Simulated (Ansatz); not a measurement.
# Ge3N4 at a changed volume: Quadrupolar parameters

The cell is a structure deposited in the COD, relaxed with PBE at fixed cell and then changed (volume scaled by 1.04, ions relaxed).

Space group Fd-3m:1 (No. 227); a = 8.4184 Å.

```
site  Wyckoff  site symmetry       x       y       z
 Ge1      16d           .-3m  0.1250  0.1250  0.6250
 Ge5       8a           -43m  0.5000  0.5000  0.0000
   N      32e            .3m  0.8836  0.8836  0.3836
```

One atom of each set is listed; the run and its k-mesh use a cell of 14 atoms with edges of 5.95, 5.95, 5.95 Å.

All values are calculated (Ansatz; DFT, PBE, plane waves and PAW, scalar-relativistic, 420 eV cutoff, Γ-centred 6×6×6 k-points, Fermi–Dirac smearing 0.02 eV), not measured.

V_zz is the principal component of the electric field gradient with the largest magnitude, η = (V_xx − V_yy)/V_zz and C_Q = eQV_zz/h.

⁷³Ge: I = 9/2, Q = -196.0 mb; ¹⁴N: I = 1, Q = 20.44 mb. Quadrupole moments are those of Pyykkö's year-2017 table.

```
site  atoms          first shell  V_xx, V_yy, V_zz (10²¹ V/m²)     η  C_Q (MHz)
 Ge1      4        6 N at 2.03 Å             0.17, 0.17, -0.33  0.00       1.57
 Ge5      2        4 N at 1.95 Å              0.00, 0.00, 0.00     –          0
   N      8  4 Ge at 1.95–2.03 Å            -2.18, -2.18, 4.36  0.00       2.16
```

An axis of threefold or higher order runs through Ge1 and N, so V_zz lies along it and η is zero. Ge5 sits on a cubic site, where every gradient vanishes.

At this changed cell the PBE pressure is -7 GPa.
